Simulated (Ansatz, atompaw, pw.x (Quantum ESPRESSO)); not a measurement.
# Equation-of-state test of one PAW (atompaw) potential (H (Z = 1))

atompaw 4.2.0.5 input, output lines left out:

```
H 1
GGA-PBESOL scalarrelativistic loggrid 1500 logderivrange -2 5 176
1 0 0 0 0 0
1 0 1
0 0 0
v
1
1.20 1.20 1.10 0.90
y
0.35
n
y
0.5
n
custom polynom2 7 10 vanderbiltortho sinc
2 0 troulliermartins
1.20
1.20
1.20
```

Atomic tests: cutoffs needed: 10 Ry and 18 Ry (the cutoffs (Ry, on a coarse ladder) from which the occupation-weighted sum of valence levels, in a spherical-Bessel basis at the reference potential, stays within 10 and 1 mRy of its value at 400 Ry); ghost test: no extra level below or beside the all-electron valence levels (s, p, d, f tested) (spherical-Bessel basis up to 400 Ry, 20 bohr box); lowest eigenvalue of the overlap operator: 0.98 (s channel).

Crystal test: bcc H in pw.x 7.5, no spin, 18³ k-points, Fermi–Dirac smearing 0.01 Ry, cutoffs 40/400 Ry. The reference is all-electron LAPW (Ansatz 0.2.0) with the same functional, mesh and smearing; V0 and B0 come from Birch–Murnaghan fits to the pressures at five volumes. Errors are pseudo minus all-electron; Δ is the rms difference of the E(V) curves that follow from these fits, minima aligned, over ±6 % about the mean V0. Mesh and smearing are coarse, so the numbers serve the comparison and aren't converged zero-temperature values; the lattice is a test structure that the element need not adopt.

All-electron: a0 = 1.799 Å (V0 = 2.91 Å³/atom), B0 = 114.0 GPa.

Q: How far does the potential miss the all-electron equation of state?

A: mean pressure error (GPa): +0.96; a0 (Å): 1.805; a0 error (%): +0.29; B0 error (%): -0.6; Δ (meV/atom): 0.6.

```
V (Å³/atom)  P all-electron (GPa)  P pseudo (GPa)
      2.828                  3.50            4.59
      2.903                  0.38            1.40
      2.977                 -2.42           -1.46
      3.051                 -4.93           -4.04
      3.126                 -7.19           -6.35
```

Q: At the middle volume, how do free energy and pressure move when the wave cutoff is lowered (ecutrho held at 400 Ry)?

A:

| cutoff (Ry) | shift of F (meV/atom) | shift of P (GPa) |
| --- | --- | --- |
| 18 | +9.1 | -1.85 |
| 24 | +1.8 | -0.21 |
| 32 | +0.3 | +0.00 |

The run at the middle volume (195 k-points, 5 iterations) took about 2.4 s on one core of a shared host (Intel(R) Xeon(R) Platinum 8259CL CPU @ 2.50GHz, 96 threads, 755 GiB, load 34).
